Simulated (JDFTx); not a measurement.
## GaN: single point with GLLB-SC

The system is GaN.

```
Ga N
1.0
     0.00000    2.25350    2.25350
     2.25350    0.00000    2.25350
     2.25350    2.25350    0.00000
Ga N
1 1
Direct
  0.00000 0.00000 0.00000
  0.25000 0.25000 0.25000
```

The cell is a database's computed one.

```
Program             : JDFTx 1.7.0 (patched build)
Task                : single point
Functional          : GLLB-SC
Potentials or basis : PseudoDojo-SR-PBE-0.5-standard
Cutoff              : 1143 eV
Density cutoff      : 9143 eV
k mesh              : 10 × 10 × 10
Occupations         : fixed
Spin                : no spin polarisation
```

```yaml
Band_gap_on_the_k_mesh_Kohn-Sham_part_alone: 2.03 eV, direct
Loewdin_charges: Ga +0.92; N -0.89 e
```

Levels at points of the mesh, in eV from the valence-band top:
```csv
k point,band 5,band 6,band 7,band 8,band 9,band 10,band 11
"(0.00, 0.00, 0.00)",-14.05,-14.05,0.00,0.00,0.00,2.03,10.62
"(0.00, 0.00, 0.50)",-14.01,-12.36,-6.74,-0.94,-0.94,4.81,9.33
"(0.00, 0.50, 0.50)",-13.98,-11.81,-6.06,-2.56,-2.56,4.38,6.76
```

Wall time 2.3 min on 1 thread of Arm Neoverse V1 (shared host), peak memory 0.1 GiB.

The gap isn't set beside the measured one, since the derivative discontinuity is missing.

Caveat: the gap lacks the derivative discontinuity; a model potential gives levels but no total energy.
